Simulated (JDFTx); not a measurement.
# SiNi3 (Pm-3m) in JDFTx: settings compared

The runs below take SiNi3 through relaxation of cell and atoms, single point, with RPBE, PBE.

Program: JDFTx 1.7.0 (patched build). These are calculated values, not measurements. Logs are shortened: lines on timing, memory, paths and dates and some standing lists are left out, and cuts for length are marked. The log counts tension as positive stress, the text compression.

**1. The structure**

Symmetry: Pm-3m, No. 221, cubic system. Conventional cell: a = 3.542 Å, b = 3.542 Å, c = 3.542 Å, α = 90.00°, β = 90.00°, γ = 90.00°. Around Ni (site symmetry 4/mmm) lie 8 Ni at 2.50 Å and 4 Si at 2.50 Å. Si (site symmetry m-3m) is surrounded by 12 Ni at 2.50 Å.

**2. Relaxation of cell and atoms, RPBE, collinear spin, ferromagnetic start**

File SiNi3.in:

```
lattice \
    6.6934099334     0.0000000000     0.0000000000 \
    0.0000000000     6.6934099334     0.0000000000 \
    0.0000000000     0.0000000000     6.6934099334
coords-type Lattice
ion Ni     0.5000000000     0.5000000000     0.0000000000 1
ion Ni     0.5000000000     0.0000000000     0.5000000000 1
ion Ni     0.0000000000     0.5000000000     0.5000000000 1
ion Si     0.0000000000     0.0000000000     0.0000000000 1

ion-species pseudo/Ni.upf
ion-species pseudo/Si.upf
elec-cutoff 49 392
elec-ex-corr gga-x-rpbe gga-c-pbe
kpoint-folding 3 3 3
elec-smearing Fermi 0.0018374661
elec-n-bands 40
spintype z-spin
initial-magnetic-moments Ni 1 1 1
elec-initial-magnetization 3 no
electronic-SCF nIterations 100 energyDiffThreshold 1e-09
electronic-minimize nIterations 30 energyDiffThreshold 1e-7
forces-output-coords Cartesian
lattice-minimize nIterations 40 energyDiffThreshold 1e-6

dump-name run.$VAR
dump End Ecomponents EigStats BandEigs Kpoints Forces Stress
```

Potentials or basis: PseudoDojo-SR-PBE-0.5-standard with smoothed tails.

Run with:

```bash
$ jdftx -c 1 -i SiNi3.in -o SiNi3.out
```

Standard output:

```text
*************** JDFTx 1.7.0 (patched build) ***************

Input parsed successfully to the following command list (including defaults):
[... the input with its defaults ...]

---------- Setting up symmetries ----------

Found 48 point-group symmetries of the bravais lattice
Found 48 space-group symmetries with basis
Applied RMS atom displacement 0 bohrs to make symmetries exact.

---------- Initializing the Grid ----------
R =
[      6.69341            0            0  ]
[            0      6.69341            0  ]
[            0            0      6.69341  ]
unit cell volume = 299.876
G =
[   0.938712          0          0  ]
[          0   0.938712          0  ]
[          0          0   0.938712  ]
Minimum fftbox size, Smin = [  60  60  60  ]
Chosen fftbox size, S = [  60  60  60  ]

---------- Initializing tighter grid for wavefunction operations ----------
R =
[      6.69341            0            0  ]
[            0      6.69341            0  ]
[            0            0      6.69341  ]
unit cell volume = 299.876
G =
[   0.938712          0          0  ]
[          0   0.938712          0  ]
[          0          0   0.938712  ]
Minimum fftbox size, Smin = [  44  44  44  ]
Chosen fftbox size, S = [  48  48  48  ]

---------- Exchange Correlation functional ----------
Initialized LibXC exchange functional 'Hammer, Hansen, and Norskov'
Initialized LibXC correlation functional 'Perdew, Burke & Ernzerhof'

---------- Setting up pseudopotentials ----------
Width of ionic core gaussian charges (only for fluid interactions / plotting) set to 0

Reading pseudopotential file 'pseudo/Ni.upf':
  'Ni' pseudopotential, 'PBE' functional
  Generated using ONCVPSP code by D. R. Hamann
  18 valence electrons, 4 orbitals, 6 projectors, 1001 radial grid points, with lMax = 2
    3S    l: 0   occupation:  2.0   eigenvalue: -4.081355
    3P    l: 1   occupation:  6.0   eigenvalue: -2.623460
    3D    l: 2   occupation:  8.0   eigenvalue: -0.326118
    4S    l: 0   occupation:  2.0   eigenvalue: -0.207378
  Core radius for overlap checks: 1.60 bohrs.

Reading pseudopotential file 'pseudo/Si.upf':
  'Si' pseudopotential, 'PBE' functional
  Generated using ONCVPSP code by D. R. Hamann
  4 valence electrons, 2 orbitals, 6 projectors, 1001 radial grid points, with lMax = 2
    3S    l: 0   occupation:  2.0   eigenvalue: -0.397365
    3P    l: 1   occupation:  2.0   eigenvalue: -0.149981
  Core radius for overlap checks: 1.86 bohrs.

Initialized 2 species with 4 total atoms.

[... 21 lines left out ...]
Si pseudo-atom occupations:   s ( 2 )  p ( 2 )
	FillingsUpdate:  mu: +1.465350661  nElectrons: 58.000000  magneticMoment: [ Abs: 0.06475  Tot: +0.03159 ]
LCAOMinimize: Iter:   0  F: -491.4063073051901256  |grad|_K:  1.769e-02  alpha:  1.000e+00
	FillingsUpdate:  mu: +1.426719218  nElectrons: 58.000000  magneticMoment: [ Abs: 0.17202  Tot: -0.15252 ]
LCAOMinimize: Iter:   1  F: -492.0171394310920618  |grad|_K:  1.947e-02  alpha:  1.275e-01  linmin: -1.214e-01  cgtest:  7.732e-01
LCAOMinimize: 	Wrong curvature in test step, increasing alphaT to 3.825427e-01.
[... 21 lines of inner loops ...]
LCAOMinimize: Iter:  11  F: -496.2395465173892717  |grad|_K:  3.429e-06  alpha:  9.015e-01  linmin:  2.738e-04  cgtest: -2.460e-03
	FillingsUpdate:  mu: +0.685741724  nElectrons: 58.000000  magneticMoment: [ Abs: 0.45011  Tot: +0.39933 ]
LCAOMinimize: Iter:  12  F: -496.2395465715659952  |grad|_K:  3.600e-06  alpha:  7.199e-01  linmin: -7.395e-07  cgtest: -4.937e-04
LCAOMinimize: Converged (|Delta F|<1.000000e-06 for 2 iters).

--------- Lattice Minimization ---------

-------- Electronic minimization -----------
Will mix electronic density at each iteration.
	FillingsUpdate:  mu: +0.685741724  nElectrons: 58.000000  magneticMoment: [ Abs: 0.45011  Tot: +0.39933 ]
	FillingsUpdate:  mu: +0.683331767  nElectrons: 58.000000  magneticMoment: [ Abs: 0.45011  Tot: +0.39933 ]
SCF: Cycle:  0   F: -496.267352034743737   dF: -2.781e-02   |Residual|: 4.338e-01   |deigs|: 1.481e-01
	FillingsUpdate:  mu: +0.605220169  nElectrons: 58.000000  magneticMoment: [ Abs: 0.60355  Tot: +0.50616 ]
SCF: Cycle:  1   F: -496.270409389109773   dF: -3.057e-03   |Residual|: 3.553e-01   |deigs|: 8.315e-02
	FillingsUpdate:  mu: +0.639418024  nElectrons: 58.000000  magneticMoment: [ Abs: 0.33478  Tot: +0.30307 ]
SCF: Cycle:  2   F: -496.444973304069322   dF: -1.746e-01   |Residual|: 3.848e-02   |deigs|: 4.059e-02
	FillingsUpdate:  mu: +0.636199370  nElectrons: 58.000000  magneticMoment: [ Abs: 0.20272  Tot: +0.15616 ]
SCF: Cycle:  3   F: -496.445632457022327   dF: -6.592e-04   |Residual|: 1.234e-02   |deigs|: 3.118e-03
	FillingsUpdate:  mu: +0.635118633  nElectrons: 58.000000  magneticMoment: [ Abs: 0.16863  Tot: +0.12226 ]
SCF: Cycle:  4   F: -496.445693613917058   dF: -6.116e-05   |Residual|: 3.746e-03   |deigs|: 9.507e-04
	FillingsUpdate:  mu: +0.634920209  nElectrons: 58.000000  magneticMoment: [ Abs: 0.14836  Tot: +0.10768 ]
SCF: Cycle:  5   F: -496.445697258064229   dF: -3.644e-06   |Residual|: 2.284e-03   |deigs|: 1.586e-04
	FillingsUpdate:  mu: +0.634968889  nElectrons: 58.000000  magneticMoment: [ Abs: 0.13486  Tot: +0.09962 ]
[... 63 lines left out ...]
# Energy components:
   Eewald =     -312.7943089053703716
       EH =      165.8234840182037431
     Eloc =     -454.6248314777768655
      Enl =      -79.1278659528838091
      Exc =      -66.0930166342302812
 Exc_core =       11.3519964407428606
       KE =      239.0197021382296043
-------------------------------------
     Etot =     -496.4448403730850714
       TS =        0.0008617627664759
-------------------------------------
        F =     -496.4457021358515476

LatticeMinimize: Iter:   0  F: -496.445702135851548  |grad|_K:  5.069e-04

#--- Lowdin population analysis ---
# oxidation-state Ni +0.405 +0.405 +0.405
# magnetic-moments Ni +0.012 +0.012 +0.012
# oxidation-state Si -0.542
# magnetic-moments Si -0.002
[... 44 lines left out ...]
# Energy components:
   Eewald =     -312.8079855327112568
       EH =      165.8146566763256544
     Eloc =     -454.6023323057927996
      Enl =      -79.1275271313884616
      Exc =      -66.0931278773609705
 Exc_core =       11.3519964239185853
       KE =      239.0194790950203583
-------------------------------------
     Etot =     -496.4448406519889545
       TS =        0.0008617125550669
-------------------------------------
        F =     -496.4457023645440472

LatticeMinimize: Iter:   1  F: -496.445702364544047  |grad|_K:  3.481e-04  alpha:  1.000e+00  linmin: -1.000e+00

#--- Lowdin population analysis ---
# oxidation-state Ni +0.405 +0.405 +0.405
# magnetic-moments Ni +0.012 +0.012 +0.012
# oxidation-state Si -0.542
# magnetic-moments Si -0.002
[... 46 lines left out ...]
# Energy components:
   Eewald =     -312.8373133198778078
       EH =      165.7969962058220972
     Eloc =     -454.5559220355364687
      Enl =      -79.1273106260747028
      Exc =      -66.0935332227671779
 Exc_core =       11.3519963884688853
       KE =      239.0202453909115832
-------------------------------------
     Etot =     -496.4448412190536146
       TS =        0.0008615213259098
-------------------------------------
        F =     -496.4457027403795450

LatticeMinimize: Iter:   2  F: -496.445702740379545  |grad|_K:  2.807e-04  alpha:  1.000e+00  linmin: -1.000e+00
LatticeMinimize: Converged (|Delta F|<1.000000e-06 for 2 iters).

#--- Lowdin population analysis ---
# oxidation-state Ni +0.405 +0.405 +0.405
# magnetic-moments Ni +0.012 +0.012 +0.012
# oxidation-state Si -0.542
# magnetic-moments Si -0.002

Dumping 'run.eigStats' ...
	eMin: -3.158627 at state 0 ( [ +0.000000 +0.000000 +0.000000 ] spin 1 )
	HOMO: +0.633506 at state 5 ( [ +0.000000 +0.000000 +0.333333 ] spin -1 )
	mu  : +0.635212
	LUMO: +0.643005 at state 3 ( [ +0.333333 +0.333333 +0.333333 ] spin 1 )
	eMax: +1.247777 at state 3 ( [ +0.333333 +0.333333 +0.333333 ] spin 1 )
	HOMO-LUMO gap: +0.009499
	Optical gap  : +0.017118 at state 7 ( [ +0.333333 +0.333333 +0.333333 ] spin -1 )
Done!
[note: the HOMO, LUMO and gaps printed at the end count levels as full or empty at half filling, so they show a gap where a level is partly filled]
```

Wall time 87 s (1 thread of Intel Xeon 6975P-C (Granite Rapids), shared host); peak memory 0.21 GiB.

The run converged, but some of its settings lie outside the range that counts as converged, so its numbers aren't taken as properties of the crystal.

Results:

```
Free energy                            : -13508.9758 eV
Relaxed volume                         : 11.10 Å³/atom
Relaxed cell                           : a = 3.542 Å, b = 3.542 Å, c = 3.542 Å, α = 90.00°, β = 90.00°, γ = 90.00°
Space group after relaxing (to 0.05 Å) : Pm-3m (No. 221)
Energy gained by relaxing              : 0.0 meV/atom
Ionic steps                            : 3
Pressure after relaxing                : -0.1 GPa
Band gap on the k mesh                 : none (metal or under the smearing width)
Net moment                             : 0.03 μB per cell
Absolute moment                        : 0.04 μB per cell
```

Caveat: the k mesh is coarse (spacing up to 0.59 Å⁻¹), so the values aren't converged; the starting moments collapsed, and a magnetic state may lie lower; the potentials were made for another functional, which shifts forces and pressure.

**3. Single point, PBE**

File SiNi3.in:

```
lattice \
    6.6934099334     0.0000000000     0.0000000000 \
    0.0000000000     6.6934099334     0.0000000000 \
    0.0000000000     0.0000000000     6.6934099334
coords-type Cartesian
ion Ni     3.3467049667     3.3467049667     0.0000000000 1
ion Ni     3.3467049667     0.0000000000     3.3467049667 1
ion Ni     0.0000000000     3.3467049667     3.3467049667 1
ion Si     0.0000000000     0.0000000000     0.0000000000 1

ion-species pseudo/Ni.upf
ion-species pseudo/Si.upf
elec-cutoff 49 392
elec-ex-corr gga-PBE
kpoint-folding 3 3 3
elec-smearing Fermi 0.0018374661
elec-n-bands 38
electronic-SCF nIterations 100 energyDiffThreshold 1e-09
electronic-minimize nIterations 30 energyDiffThreshold 1e-7
converge-empty-states yes
forces-output-coords Cartesian

dump-name run.$VAR
dump End Ecomponents EigStats BandEigs Kpoints Forces Stress ElecDensity Dtot KEdensity
```

Potentials or basis: PseudoDojo-SR-PBE-0.5-standard with smoothed tails.

Run with:

```bash
$ jdftx -c 1 -i SiNi3.in -o SiNi3.out
```

Standard output:

```text
*************** JDFTx 1.7.0 (patched build) ***************

Input parsed successfully to the following command list (including defaults):
[... the input with its defaults ...]

---------- Setting up symmetries ----------

Found 48 point-group symmetries of the bravais lattice
Found 48 space-group symmetries with basis
Applied RMS atom displacement 2.27532e-16 bohrs to make symmetries exact.

---------- Initializing the Grid ----------
R =
[      6.69341            0            0  ]
[            0      6.69341            0  ]
[            0            0      6.69341  ]
unit cell volume = 299.876
G =
[   0.938712          0          0  ]
[          0   0.938712          0  ]
[          0          0   0.938712  ]
Minimum fftbox size, Smin = [  60  60  60  ]
Chosen fftbox size, S = [  60  60  60  ]

---------- Initializing tighter grid for wavefunction operations ----------
R =
[      6.69341            0            0  ]
[            0      6.69341            0  ]
[... 113 lines left out ...]
ion Ni   3.346704966700000  -0.000000000000000   3.346704966700000 1
ion Ni  -0.000000000000000   3.346704966700000   3.346704966700000 1
ion Si  -0.000000000000000  -0.000000000000000  -0.000000000000000 1

# Forces in Cartesian coordinates:
force Ni   0.000000000000000  -0.000000000000000  -0.000000000000000 1
force Ni   0.000000000000000  -0.000000000000000  -0.000000000000000 1
force Ni   0.000000000000000  -0.000000000000000   0.000000000000000 1
force Si  -0.000000000000000  -0.000000000000000  -0.000000000000000 1

# Energy components:
   Eewald =     -312.7943089053703716
       EH =      165.5761428330642104
     Eloc =     -454.2294727556601970
      Enl =      -78.9349302451069121
      Exc =      -65.9140343501408665
 Exc_core =       11.2057911179586807
       KE =      238.6332906765596249
-------------------------------------
     Etot =     -496.4575216286957016
       TS =        0.0008483672186734
-------------------------------------
        F =     -496.4583699959143814

IonicMinimize: Iter:   0  F: -496.458369995914381  |grad|_K:       -nan
IonicMinimize: None of the convergence criteria satisfied after 0 iterations.

#--- Lowdin population analysis ---
# oxidation-state Ni +0.400 +0.400 +0.400
# oxidation-state Si -0.521

Dumping 'run.eigStats' ...
	eMin: -3.162474 at state 0 ( [ +0.000000 +0.000000 +0.000000 ] spin 0 )
	HOMO: +0.629229 at state 1 ( [ +0.000000 +0.000000 +0.333333 ] spin 0 )
	mu  : +0.631380
	LUMO: +0.639645 at state 3 ( [ +0.333333 +0.333333 +0.333333 ] spin 0 )
	eMax: +1.136314 at state 0 ( [ +0.000000 +0.000000 +0.000000 ] spin 0 )
	HOMO-LUMO gap: +0.010416
	Optical gap  : +0.017498 at state 3 ( [ +0.333333 +0.333333 +0.333333 ] spin 0 )
Done!
[note: the HOMO, LUMO and gaps printed at the end count levels as full or empty at half filling, so they show a gap where a level is partly filled]
```

It took 30 s on 1 thread of Intel Xeon 6975P-C (Granite Rapids), shared host; peak memory 0.12 GiB.

The run converged, but some of its settings lie outside the range that counts as converged, so its numbers aren't taken as properties of the crystal.

Results:

* Free energy: -13509.3205 eV
* Pressure: -4.6 GPa
* Band gap on the k mesh: none (metal or under the smearing width)

Caveat: the k mesh is coarse (spacing up to 0.59 Å⁻¹), so the values aren't converged.

**4. Single point, PBE, collinear spin, ferromagnetic start**

SiNi3.in: that of step 3 with these lines changed.

```diff
@@ -16,3 +16,6 @@
 elec-smearing Fermi 0.0018374661
-elec-n-bands 38
+elec-n-bands 40
+spintype z-spin
+initial-magnetic-moments Ni 1 1 1
+elec-initial-magnetization 3 no
 electronic-SCF nIterations 100 energyDiffThreshold 1e-09
@@ -23,2 +26,2 @@
 dump-name run.$VAR
-dump End Ecomponents EigStats BandEigs Kpoints Forces Stress ElecDensity Dtot KEdensity
+dump End Ecomponents EigStats BandEigs Kpoints Forces Stress ElecDensity Dtot
```

Run with:

```bash
$ jdftx -c 1 -i SiNi3.in -o SiNi3.out
```

Run time: 82 s. Hardware: 1 thread of Intel Xeon 6975P-C (Granite Rapids), shared host; peak memory 0.19 GiB.

These settings aren't checked as converged: the numbers below hold their error.

What came out:

- Free energy: -13509.3205 eV
- Pressure: -4.9 GPa
- Band gap on the k mesh: none (metal or under the smearing width)
- Net moment: 0.00 μB per cell
- Absolute moment: 0.00 μB per cell

Caveat: the k mesh is coarse (spacing up to 0.59 Å⁻¹), so the values aren't converged; the starting moments collapsed, and a magnetic state may lie lower.
